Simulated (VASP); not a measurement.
# ZrS2 (P-3m1) in VASP: further runs, part 2 of 2

VASP 6.6.1. Earlier steps stand in the parts before.

## Step 4: Band structure, LDA

This run uses another cell than the first one, of 21.18 Å³/atom, 0.928 times its volume.

POSCAR reads:

```
ZrS2                                    
1.0
    3.6111152669     -0.0000000001      0.0000000000
   -1.8055576286      3.1273175535      0.0000000000
    0.0000000000      0.0000000000      5.6269457184
  Zr              S             
     1     2
Direct
     0.0000000000000000    0.0000000000000000    0.0000000000000000
     0.6666666699999979    0.3333333300000021    0.7437777312784278
     0.3333333300000021    0.6666666699999979    0.2562222687215722
```

INCAR.step1 reads:

```
ALGO = Normal
EDIFF = 1E-6
ENCUT = 300
ISIF = 2
ISMEAR = 0
LASPH = True
LCHARG = True
LMAXMIX = 4
LREAL = False
LWAVE = False
NELM = 80
PREC = Accurate
SIGMA = 0.02
```

KPOINTS.step1 reads:

```
k-points
0
Gamma
  4 4 2
```

INCAR.step2 reads:

```
ALGO = Normal
EDIFF = 1E-6
ENCUT = 300
ICHARG = 11
ISIF = 2
ISMEAR = 0
LASPH = True
LCHARG = False
LMAXMIX = 4
LREAL = False
LWAVE = False
NELM = 80
PREC = Accurate
SIGMA = 0.05
```

KPOINTS.step2 reads:

```
path GMKGALHA,LM,KH
20
line-mode
reciprocal
 0.0000000000  0.0000000000  0.0000000000  G
 0.5000000000  0.0000000000  0.0000000000  M

 0.5000000000  0.0000000000  0.0000000000  M
 0.3333333333  0.3333333333  0.0000000000  K

 0.3333333333  0.3333333333  0.0000000000  K
 0.0000000000  0.0000000000  0.0000000000  G

 0.0000000000  0.0000000000  0.0000000000  G
 0.0000000000  0.0000000000  0.5000000000  A

 0.0000000000  0.0000000000  0.5000000000  A
 0.5000000000  0.0000000000  0.5000000000  L

 0.5000000000  0.0000000000  0.5000000000  L
 0.3333333333  0.3333333333  0.5000000000  H

 0.3333333333  0.3333333333  0.5000000000  H
 0.0000000000  0.0000000000  0.5000000000  A

 0.5000000000  0.0000000000  0.5000000000  L
 0.5000000000  0.0000000000  0.0000000000  M

 0.3333333333  0.3333333333  0.0000000000  K
 0.3333333333  0.3333333333  0.5000000000  H
```

Potentials or basis: VASP PAW LDA potentials, release 64 (Zr_sv, S).

Launch:

```bash
cat potpaw_LDA.64/Zr_sv/POTCAR potpaw_LDA.64/S/POTCAR > POTCAR
cp INCAR.step1 INCAR
cp KPOINTS.step1 KPOINTS
mpirun -np 1 vasp_std > vasp.out
cp INCAR.step2 INCAR
cp KPOINTS.step2 KPOINTS
mpirun -np 1 vasp_std > vasp.out
```

OUTCAR:

```text
EDIFF = 1E-6
   ENCUT = 300
   ICHARG = 11
   ISIF = 2
   ISMEAR = 0
   LASPH = True
   LREAL = False
   NELM = 80
   PREC = Accurate

 ion  position               nearest neighbor table
   1  0.000  0.000  0.000-   2 2.53   3 2.53   3 2.53   2 2.53   2 2.53   3 2.53
   2  0.667  0.333  0.744-   1 2.53   1 2.53   1 2.53
   3  0.333  0.667  0.256-   1 2.53   1 2.53   1 2.53

  LATTYP: Found a hexagonal cell.
 ALAT       =     3.6111152669
 C/A-ratio  =     1.5582293288

  Lattice vectors:

[... 624 lines left out ...]
      6      -6.0102      2.00000
[... 8 lines left out ...]
     15       8.8989      0.00000
     16      11.0821      0.00000

 [... further k-points ...]
[... 5 lines left out ...]
  --------------------------------------------------------------------------------------
  -------------------------------------------------------------------------------------
  Total        1.3596545      1.3596545      0.4442483      0.0000000     -0.0000000      0.0000000
  in kB       34.2809677     34.2809676     11.2008322      0.0000001     -0.0000000      0.0000000
  external PRESSURE =      26.5875892 kB  Pullay stress =       0.0000000 kB

 VOLUME and BASIS-vectors are now :
 -----------------------------------------------------------------------------
  energy-cutoff  :      300.00
  volume of cell :       63.55
      direct lattice vectors                 reciprocal lattice vectors
     3.611115267 -0.000000000  0.000000000     0.276922758  0.159881429  0.000000000
    -1.805557629  3.127317554  0.000000000     0.000000000  0.319762858  0.000000000
     0.000000000  0.000000000  5.626945718     0.000000000  0.000000000  0.177716305

 POSITION                                       TOTAL-FORCE (eV/Angst)
 -----------------------------------------------------------------------------------
      0.00000      0.00000      0.00000         0.000000      0.000000      0.000000
      1.80556      1.04244      4.18520        -0.000000      0.000000      0.177367
     -0.00000      2.08488      1.44175         0.000000     -0.000000     -0.177367
 -----------------------------------------------------------------------------------
    total drift:                                0.000000     -0.000000      0.000000

  FREE ENERGIE OF THE ION-ELECTRON SYSTEM (eV)
  ---------------------------------------------------
  free  energy   TOTEN  =       -22.7822526860 eV

  energy  without entropy=      -22.7822526860  energy(sigma->0) =      -22.78225269
```

OUTCAR.step1:

```text
EDIFF = 1E-6
   ENCUT = 300
   ISIF = 2
   ISMEAR = 0
[... 360 lines left out ...]
      0.00000      0.00000      0.00000        -0.000000      0.000000      0.000000
      1.80556      1.04244      4.18520         0.000000     -0.000000     -0.004376
     -0.00000      2.08488      1.44175        -0.000000      0.000000      0.004376
 -----------------------------------------------------------------------------------
    total drift:                                0.000000     -0.000000      0.000000

  FREE ENERGIE OF THE ION-ELECTRON SYSTEM (eV)
  ---------------------------------------------------
  free  energy   TOTEN  =       -23.2947622155 eV

  energy  without entropy=      -23.2947622155  energy(sigma->0) =      -23.29476222
```

OSZICAR.step1:

```text
N       E                     dE             d eps       ncg     rms          rms(c)
DAV:   1     0.107782294959E+03    0.10778E+03   -0.94035E+03   272   0.926E+02
DAV:   2    -0.199753250100E+02   -0.12776E+03   -0.12670E+03   344   0.254E+02
DAV:   3    -0.252256870341E+02   -0.52504E+01   -0.52450E+01   448   0.474E+01
DAV:   4    -0.253132224910E+02   -0.87535E-01   -0.87523E-01   368   0.561E+00
DAV:   5    -0.253145449906E+02   -0.13225E-02   -0.13225E-02   408   0.611E-01    0.181E+01
DAV:   6    -0.233989226928E+02    0.19156E+01   -0.77200E+00   280   0.158E+01    0.880E+00
DAV:   7    -0.233037740377E+02    0.95149E-01   -0.67534E-01   376   0.472E+00    0.369E+00
DAV:   8    -0.232962102760E+02    0.75638E-02   -0.70406E-02   328   0.171E+00    0.756E-01
DAV:   9    -0.232948418724E+02    0.13684E-02   -0.83421E-03   352   0.632E-01    0.388E-01
DAV:  10    -0.232948077894E+02    0.34083E-04   -0.18279E-03   344   0.300E-01    0.173E-01
DAV:  11    -0.232947615785E+02    0.46211E-04   -0.24382E-04   360   0.112E-01    0.458E-02
DAV:  12    -0.232947631367E+02   -0.15582E-05   -0.26558E-05   336   0.292E-02    0.186E-02
DAV:  13    -0.232947622155E+02    0.92116E-06   -0.31944E-06   288   0.898E-03
   1 F= -.23294762E+02 E0= -.23294762E+02  d E =-.270638E-17
```

It took 15 s on 1 thread of AMD EPYC 9R45 (Zen 5), shared host; peak memory 0.15 GiB.

Results:

- Band gap on the k mesh: 0.44 eV, indirect (least direct gap 1.21 eV)
- Band gap along the path: 0.44 eV, indirect (least direct gap 1.20 eV)

Levels at the corners of the path, in eV from the valence-band top:
| point | band 10 | band 11 | band 12 | band 13 | band 14 | band 15 |
| --- | --- | --- | --- | --- | --- | --- |
| Γ | -0.28 | -0.28 | 0.00 | 1.20 | 1.20 | 1.96 |
| M | -2.81 | -2.34 | -1.58 | 0.67 | 3.06 | 3.40 |
| M | -2.81 | -2.34 | -1.58 | 0.67 | 3.06 | 3.40 |
| K | -2.46 | -2.46 | -1.63 | 1.87 | 2.98 | 2.98 |
| K | -2.46 | -2.46 | -1.63 | 1.87 | 2.98 | 2.98 |
| Γ | -0.28 | -0.28 | 0.00 | 1.20 | 1.20 | 1.96 |
| Γ | -0.28 | -0.28 | 0.00 | 1.20 | 1.20 | 1.96 |
| A | -2.37 | -0.52 | -0.52 | 1.14 | 1.14 | 2.40 |
| A | -2.37 | -0.52 | -0.52 | 1.14 | 1.14 | 2.40 |
| L | -2.66 | -1.13 | -0.88 | 0.44 | 3.04 | 3.39 |
| L | -2.66 | -1.13 | -0.88 | 0.44 | 3.04 | 3.39 |
| H | -2.53 | -2.09 | -2.09 | 2.02 | 2.51 | 2.51 |
| H | -2.53 | -2.09 | -2.09 | 2.02 | 2.51 | 2.51 |
| A | -2.37 | -0.52 | -0.52 | 1.14 | 1.14 | 2.40 |
| L | -2.66 | -1.13 | -0.88 | 0.44 | 3.04 | 3.39 |
| M | -2.81 | -2.34 | -1.58 | 0.67 | 3.06 | 3.40 |
| K | -2.46 | -2.46 | -1.63 | 1.87 | 2.98 | 2.98 |
| H | -2.53 | -2.09 | -2.09 | 2.02 | 2.51 | 2.51 |

Caveat: the k mesh is coarse (spacing up to 0.56 Å⁻¹), so the values aren't converged; the cutoff is under 1.25 times the usual one of these potentials, so pressure, stress and relaxed cells hold a basis-set (Pulay) error; the log is that of the step along the path at fixed density, whose energy, stress, charges and moments have no meaning.

## Step 5: Overview

```tsv
level	potentials or basis	cell	k mesh	cutoff (eV)	further INCAR settings	mesh quality	gap on the mesh (eV)
r2SCAN+rVV10	VASP PAW PBE potentials, release 64 (Zr_sv, S)	P-3m1, 22.83 Å³/atom	8 × 8 × 4	520	ALGO = Normal; EDIFF = 1e-07	not flagged	1.17
PBE	VASP PAW PBE potentials, release 64 (Zr_sv, S)	P-3m1, 25.76 Å³/atom	8 × 8 × 4	520	ALGO = Normal; EDIFF = 1e-07	not flagged	1.12
LDA	VASP PAW LDA potentials, release 64 (Zr_sv, S)	P-3m1, 21.18 Å³/atom	4 × 4 × 2	300	ALGO = Normal; EDIFF = 1e-06	coarse	0.44
```

Alike in all rows: task band structure; no spin polarisation; smearing gaussian 0.02 eV.

Caveats: some runs use coarse meshes; the PAW data sets were made with another functional, which shifts forces and pressure a little (some runs); this functional lacks dispersion, which binds the layers, so the pressure and a relaxed spacing across them are unreliable (some runs); the cutoff is under 1.25 times the usual one of these potentials, so pressure, stress and relaxed cells hold a basis-set (Pulay) error (some runs).

Total energies depend on the potentials used, so only differences within one code and one set of settings carry meaning.

## Step 6: Against experiment

Step 2. Measured gap of ZrS2: 1.68 eV (indirect; quoted in “Stress-Tuned Optical Transitions in Layered 1T-MX2 (M= Hf, Zr, Sn; X= S, Se) Crystals”, 2022, arxiv:2210.12074). This calculation gives 1.16 eV (-0.52 eV). Spin-orbit coupling on Zr is left out. The value is that of r2SCAN+rVV10, without temperature or zero-point motion. The cell is a database's relaxed one, not the measured one, which moves gaps too.

Step 3. A measured gap of ZrS2 is 1.68 eV (indirect; quoted in “Stress-Tuned Optical Transitions in Layered 1T-MX2 (M= Hf, Zr, Sn; X= S, Se) Crystals”, 2022, arxiv:2210.12074); the calculated 1.12 eV misses it by -0.56 eV. Spin-orbit coupling on Zr is left out. The value is that of PBE, without temperature or zero-point motion. Semilocal functionals fall short of measured gaps as a rule. The cell is a database's relaxed one, not the measured one, which moves gaps too.
